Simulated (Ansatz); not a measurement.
# TePb: how the settings move a single-point run

How sensitive is a single-point run of TePb to its settings? A reference run comes first, then six runs with altered input. The cell is built on a prototype (zincblende) and needn't be the phase found in nature.

Computed with Ansatz 0.2.0 (reference: DFT, HSE06, plane waves, PAW, unless a step's input says otherwise).

1 further run of the same task is left out (it didn't finish). Runs told in other sessions of the task aren't counted.

**1. The starting structure**

The structure is cubic, space group F-43m (No. 216). The conventional cell has a = 7.283 Å, b = 7.283 Å, c = 7.283 Å, α = 90.00°, β = 90.00°, γ = 90.00°. Pb (site symmetry -43m) is surrounded by 4 Te at 3.15 Å. Around Te (site symmetry -43m) lie 4 Pb at 3.15 Å.

Structure file:

```xyz
2
Lattice="0.0000 3.6415 3.6415 3.6415 0.0000 3.6415 3.6415 3.6415 0.0000" Properties=species:S:1:pos:R:3 pbc="T T T"
Pb    0.0000    0.0000    0.0000
Te    1.8207    1.8207    1.8207
```

**2. Reference**

File input.yaml:

```yaml
crystal:
  lattice:
    - [0.0, 3.6414940692, 3.6414940692]
    - [3.6414940692, 0.0, 3.6414940692]
    - [3.6414940692, 3.6414940692, 0.0]
  atoms:
    - { symbol: Pb, position: [0.0, 0.0, 0.0] }
    - { symbol: Te, position: [0.25, 0.25, 0.25] }
kpoints:
  mp_grid: { grid: [4, 4, 4] }
hamiltonian:
  xc: hse06
scf:
  occupations: { method: fixed }
  n_extra_bands: 4
output:
  forces: true
  stress: true
  eigenvalues: true
```

Command:

```bash
ansatz run input.yaml --threads 4 --pin off --max-ram 3686MiB --backend cpu --events-out ev --progress --plain --runs-dir out
```

**3. Changing settings: xc pbe, accuracy low**

input.yaml: that of step 2 with these lines changed.

```diff
@@ -11,3 +11,3 @@
 hamiltonian:
-  xc: hse06
+  xc: pbe
 scf:
@@ -19 +19,2 @@
   eigenvalues: true
+accuracy: low
```

**4. Changing settings: exchange pbe, correlation pbe, coeff 0.15, omega 0.5**

input.yaml: that of step 2 with these lines changed.

```diff
@@ -11,3 +11,3 @@
 hamiltonian:
-  xc: hse06
+  xc: { exchange: pbe, correlation: pbe, exx: { coeff: 0.15, omega: 0.5 } }
 scf:
```

**5. Variant: exchange pbe, correlation pbe, coeff 0.75, omega 0.1**

input.yaml: that of step 2 with these lines changed.

```diff
@@ -11,3 +11,3 @@
 hamiltonian:
-  xc: hse06
+  xc: { exchange: pbe, correlation: pbe, exx: { coeff: 0.75, omega: 0.1 } }
 scf:
```

**6. Changed: exchange pbe, correlation pbe, coeff 0.4**

input.yaml: that of step 2 with these lines changed.

```diff
@@ -11,3 +11,3 @@
 hamiltonian:
-  xc: hse06
+  xc: { exchange: pbe, correlation: pbe, exx: { coeff: 0.4 } }
 scf:
```

**7. Changed: exchange pbe, correlation pbe, coeff 0.35, omega 0.1**

input.yaml: that of step 2 with these lines changed.

```diff
@@ -11,3 +11,3 @@
 hamiltonian:
-  xc: hse06
+  xc: { exchange: pbe, correlation: pbe, exx: { coeff: 0.35, omega: 0.1 } }
 scf:
```

**8. Variant: mp_grid.shift [0, 0, 0.5]**

input.yaml: that of step 2 with these lines changed.

```diff
@@ -9,3 +9,3 @@
 kpoints:
-  mp_grid: { grid: [4, 4, 4] }
+  mp_grid: { grid: [4, 4, 4], shift: [0, 0, 0.5] }
 hamiltonian:
```

Q: Predict the outcome of this session. Wanted: for each run, ending; energy change; pressure; gap; force.

As calculated:

| run | ending | energy change | pressure (GPa) | gap (eV) | force (eV/Å) | cycles | time |
| --- | --- | --- | --- | --- | --- | --- | --- |
| reference | converged | 0 | 0.0 | 0.97 | 0.00 | 14 | 20 s |
| 1: xc pbe, accuracy low | converged | not comparable | 0.5 | 0.59 | 0.00 | 7 | 1.1 s |
| 2: exchange pbe, correlation pbe, coeff 0.15, omega 0.5 | converged | not comparable | 0.3 | 0.66 | 0.00 | 11 | 19 s |
| 3: exchange pbe, correlation pbe, coeff 0.75, omega 0.1 | converged | not comparable | -0.8 | 2.75 | 0.00 | 19 | 25 s |
| 4: exchange pbe, correlation pbe, coeff 0.4 | converged | not comparable | -0.2 | 2.21 | 0.00 | 17 | 23 s |
| 5: exchange pbe, correlation pbe, coeff 0.35, omega 0.1 | converged | not comparable | -0.2 | 1.50 | 0.00 | 15 | 21 s |
| 6: mp_grid.shift [0, 0, 0.5] | converged | +3.1 meV/atom | 0.1 | 1.51 | 0.00 | 14 | 31 s |

Residual by cycle in the longest SCF loop of each run; runs are numbered as in the table. The quantity is the density residual dr2, in eV.

| cycle | reference | run 1 | run 2 | run 3 | run 4 | run 5 | run 6 |
| --- | --- | --- | --- | --- | --- | --- | --- |
| 1 | 0.0207 | 0.0148 | 0.0044 | 0.109 | 0.0363 | 0.0386 | 0.0209 |
| 2 | 0.00225 | 0.00229 | 2.7e-4 | 0.0493 | 0.00982 | 0.00635 | 0.00226 |
| 3 | 0.00104 | 1.7e-4 | 4.3e-5 | 0.024 | 0.00474 | 0.00333 | 0.00103 |
| 4 | 6.0e-5 | 1.5e-5 | 2.6e-6 | 0.00554 | 6.6e-4 | 3.0e-4 | 6.0e-5 |
| 5 | 3.1e-5 | 1.4e-6 | 1.3e-7 | 4.1e-4 | 3.6e-4 | 1.7e-4 | 3.0e-5 |
| 6 | 1.6e-6 | 4.2e-7 | - | 1.1e-4 | 3.9e-5 | 9.7e-6 | 1.6e-6 |
| 7 | - | 3.0e-8 | - | - | - | - | - |

What this shows: «mp_grid.shift [0, 0, 0.5]» moves the energy by +3.1 meV/atom. Of the variants the dearest is «mp_grid.shift [0, 0, 0.5]» (31 s), the cheapest «xc pbe, accuracy low» (1.1 s), on a shared host. The gap of the reference lacks spin-orbit coupling, though the cell holds Te and Pb.
